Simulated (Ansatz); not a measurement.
The system is Sr.

```xyz
1
Lattice="0.0000 3.0423 3.0423 3.0423 0.0000 3.0423 3.0423 3.0423 0.0000" Properties=species:S:1:pos:R:3 pbc="T T T"
Sr    0.0000    0.0000    0.0000
```

Base run:

* Program: Ansatz 0.2.0
* Functional: LDA
* Potentials or basis: all-electron LAPW, scalar-relativistic
* Cutoff: 70 eV
* Density cutoff: 279 eV
* Basis error allowed: 0.001 eV/atom
* k mesh: 8 × 8 × 8
* Occupations: fermi-dirac, width 0.05 eV
* Spin: no spin polarisation

Its results: pressure -1.6 GPa.

Problem. The run is repeated on the same cell with these changes: functional from LDA to PBEsol. What comes out?

Solution. Pressure -0.9 GPa.

PBEsol binds less tightly than LDA, so the same cell stands under more pressure.

Not every run made on this cell is shown here.
